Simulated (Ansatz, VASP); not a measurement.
# InP in VASP and in Ansatz

File INCAR:

```
  ALGO = Normal
  EDIFF = 1E-6
  ENCUT = 520
  GGA = PS
  ISIF = 2
  ISMEAR = -1
  LASPH = T
  LCHARG = F
  LREAL = F
  LWAVE = F
  NBANDS = 16
  NELM = 60
  PREC = Accurate
  SIGMA = 0.03
```

The input KPOINTS:

```
k-points
0
Gamma
  11 11 11
```

File POSCAR:

```
InP
1.0
    0.0000000000      2.8925700979      2.8925700979
    2.8925700979      0.0000000000      2.8925700979
    2.8925700979      2.8925700979      0.0000000000
In P
1 1
Direct
    0.0000000000      0.0000000000      0.0000000000
    0.5000000000      0.5000000000      0.5000000000
```

Input for Ansatz:

```yaml
crystal:
  lattice:
    - [0.0, 2.8925700979, 2.8925700979]
    - [2.8925700979, 0.0, 2.8925700979]
    - [2.8925700979, 2.8925700979, 0.0]
  atoms:
    - { symbol: In, position: [0.0, 0.0, 0.0] }
    - { symbol: P, position: [0.5, 0.5, 0.5] }
kpoints:
  mp_grid: { grid: [11, 11, 11] }
  band_path:
    path:
      - [0.0, 0.0, 0.0]
      - [0.5, 0.0, 0.5]
      - [0.625, 0.25, 0.625]
      - [0.375, 0.375, 0.75]
      - [0.0, 0.0, 0.0]
      - [0.5, 0.5, 0.5]
      - [0.5, 0.25, 0.75]
      - [0.5, 0.0, 0.5]
    npoints: 5
scf:
  occupations: { method: fermi_dirac, width: 0.03 }
hamiltonian:
  xc: pbesol
  pseudopotentials: { kind: all_electron, lapw: { basis_error: 0.00025 } }
output:
  forces: true
  stress: true
  eigenvalues: true
```

Change from the starting cell: volume scaled by 1.04.

Alike in both runs: task single point; functional PBEsol; k mesh 11 × 11 × 11; occupations fermi-dirac, width 0.03 eV; no spin polarisation.

|  | VASP | Ansatz |
| --- | --- | --- |
| version | VASP 6.6.1 | Ansatz 0.2.0 |
| potentials or method | VASP PAW PBE potentials, release 64 (In_d, P) | all-electron LAPW, scalar-relativistic |
| plane-wave cutoff (eV) | 520 | see its input |

```tsv
	VASP	Ansatz	Ansatz less VASP
pressure (GPa)	-9.6	-9.6	0.00
```

Ansatz ran all-electron here, so the differences hold the error of VASP's frozen core and of both bases.

Caveats: the PAW data sets were made with another functional, which shifts forces and pressure a little (VASP).
